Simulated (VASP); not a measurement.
Here is a VASP 6.6.1 calculation.

Contents of POSCAR:

```
MgH2
1.0
    0.0000000000      2.3649613283      2.3649613283
    2.3649613283      0.0000000000      2.3649613283
    2.3649613283      2.3649613283      0.0000000000
Mg H
1 2
Direct
    0.0000000000      0.0000000000      0.0000000000
    0.2500000000      0.2500000000      0.2500000000
    0.7500000000      0.7500000000      0.7500000000
```

INCAR.step1

```
PREC = Accurate
ENCUT = 520
ISMEAR = -1
SIGMA = 0.02
LREAL = False
LASPH = True
NELM = 60
NBANDS = 9
GGA = PE
ALGO = Normal
EDIFF = 1E-4
LWAVE = True
LCHARG = False
```

Contents of INCAR.step2:

```
PREC = Accurate
ENCUT = 520
EDIFF = 1E-6
ISMEAR = -1
SIGMA = 0.02
LREAL = False
LASPH = True
NELM = 60
ALGO = Normal
ISIF = 2
LWAVE = False
LCHARG = False
METAGGA = R2SCAN
LMIXTAU = True
NBANDS = 9
ISTART = 1
```

File KPOINTS:

```
Automatic mesh
0
Gamma
  8 8 8
```

Potentials or basis: VASP PAW PBE potentials, release 64 (Mg, H).

The run is started by

```sh
$ cat potpaw_PBE.64/Mg/POTCAR potpaw_PBE.64/H/POTCAR > POTCAR
$ cp INCAR.step1 INCAR
$ mpirun -np 1 vasp_std > vasp.out
$ cp INCAR.step2 INCAR
$ mpirun -np 1 vasp_std > vasp.out
```

Task: Predict the pressure.

Result: -0.6 GPa.

Task: Predict the band gap on the k mesh.

Result: None (metal or under the smearing width).

Caveat: the PAW data sets were made with another functional, which shifts forces and pressure a little.
